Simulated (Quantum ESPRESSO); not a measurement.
Crystal: AlN.

```
Al N
1.0
     0.00000    2.03452    2.03452
     2.03452    0.00000    2.03452
     2.03452    2.03452    0.00000
Al N
1 1
Direct
  0.50000 0.50000 0.50000
  0.00000 0.00000 0.00000
```

Measurements of this composition are mostly on another form, of space group No. 186.

| Quantity | Value |
| --- | --- |
| Program | Quantum ESPRESSO 7.5 |
| Task | phonons and Raman activities |
| Functional | LDA |
| Potentials or basis | JTH 2.0 LDA |
| Cutoff | 707 eV |
| Density cutoff | 4245 eV |
| k mesh | 6 × 6 × 6, shifted |
| Occupations | fermi-dirac, width 0.05 eV |
| Spin | no spin polarisation |
| Form of the LDA correlation | PW92 |
| Mixing beta | 0.5 |
| Most SCF iterations | 120 |
| SCF threshold | 4e-10 Ry |

The first run showed a gap, so the response started from a second, tighter run with fixed occupations.

The run gives a transverse optical frequency of 422 cm⁻¹, an electronic dielectric constant of 5.19 and Born charges of ±2.98 e.

What are the longitudinal frequency and the static dielectric constant?

The longitudinal mode lies at 849 cm⁻¹, 427 cm⁻¹ over the transverse one, and the static constant is 21.00. The two agree with the Lyddane-Sachs-Teller relation: (849/422)² = 4.05 and 21.00/5.19 = 4.05.
